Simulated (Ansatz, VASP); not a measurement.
## One calculation of PtS2, two programs

```
Pt S
1.0
     3.55264    0.00000    0.00000
    -1.77632    3.07668    0.00000
     0.00000    0.00000    5.12271
Pt S
1 2
Direct
  0.00000 0.00000 0.00000
  0.33333 0.66667 0.23926
  0.66667 0.33333 0.76074
```

Alike in both runs: task single point; functional PBE; k mesh 12 × 12 × 6; no spin polarisation.

```csv
,VASP,Ansatz
version,VASP 6.6.1,Ansatz 0.2.0
potentials or method,"VASP PAW PBE potentials, release 64 (Pt, S)","plane waves, PAW"
plane-wave cutoff (eV),520,420
occupations,"gaussian, width 0.01 eV",fixed
valence electrons in the cell,22,30
```

```tsv
	VASP	Ansatz	Ansatz less VASP
gap on the k mesh at the Fermi level (eV)	0.71	0.71	-0.005
pressure (GPa)	3.2	3.6	+0.46
largest component of the traceless stress (GPa)	0.88	1.02	+0.138
rms of the force components (eV/Å)	0.012	0.031	+0.0188
```

Atom by atom the forces differ by 0.019 eV/Å (rms over components). The two sets of potentials don't hold the same shells in valence.

Caveats: spin-orbit coupling is left out, which moves the levels of the heavy elements. A hybrid or GW would open this gap; PBE tends to underestimate it. A k mesh can miss the band edges.
